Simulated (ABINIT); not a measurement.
**Al2O3: single point with PBE**

Al2O3:

```xyz
10
Lattice="4.6138 0.0000 0.0000 0.0000 9.5633 0.0000 0.0000 0.0000 3.1199" Properties=species:S:1:pos:R:3 pbc="T T T"
Al    4.5352    7.8856    0.0000
Al    0.0785    1.6777    0.0000
Al    2.2283    6.4593    1.5599
Al    2.3854    3.1040    1.5599
O     2.3069    4.7816    1.5599
O     0.5704    7.2016    1.5599
O     1.7365    2.4200    0.0000
O     2.8773    7.1433    0.0000
O     0.0000    0.0000    0.0000
O     4.0434    2.3617    1.5599
```

Measurements of this composition are mostly on another form, of space group No. 167.

```
Program             : ABINIT 10.8.3 (patched build)
Task                : single point
Functional          : PBE
Potentials or basis : JTH PAW PBE v2.0
Cutoff              : 626 eV
k mesh              : 6 × 3 × 9
Occupations         : fermi-dirac, width 0.05 eV
Spin                : no spin polarisation
```

```yaml
Pressure: 0.5 GPa
Largest_force: 0.184 eV/Å
Band_gap_on_the_k_mesh: 3.50 eV, direct
```

Forces on the atoms (eV/Å):
```
Al  -0.048 -0.118  0.000
Al   0.048  0.118  0.000
Al  -0.048  0.118  0.000
Al   0.048 -0.118  0.000
O    0.000  0.000  0.000
O    0.137 -0.123  0.000
O   -0.137 -0.123  0.000
O    0.137  0.123  0.000
O    0.000  0.000  0.000
O   -0.137  0.123  0.000
```

Stress tensor (GPa, compression positive):
```
 1.43  0.00  0.00
 0.00  2.73  0.00
 0.00  0.00 -2.70
```

Levels at points of the mesh, in eV from the valence-band top:
```csv
k point,band 21,band 22,band 23,band 24,band 25,band 26,band 27,band 28
"(0.00, 0.00, 0.00)",-1.04,-0.53,-0.06,0.00,3.50,5.05,6.14,6.88
"(0.50, 0.00, 0.00)",-0.88,-0.88,-0.02,-0.02,5.99,5.99,6.52,6.52
```

It took 3.5 min on 1 thread of Intel(R) Xeon(R) 6975P-C (Granite Rapids), on a shared host, peak memory 0.28 GiB.

Caveat: an odd mesh through Γ misses points on the zone boundary, where band edges often lie; the atomic spheres overlap. A hybrid or GW would open this gap; PBE tends to underestimate it.
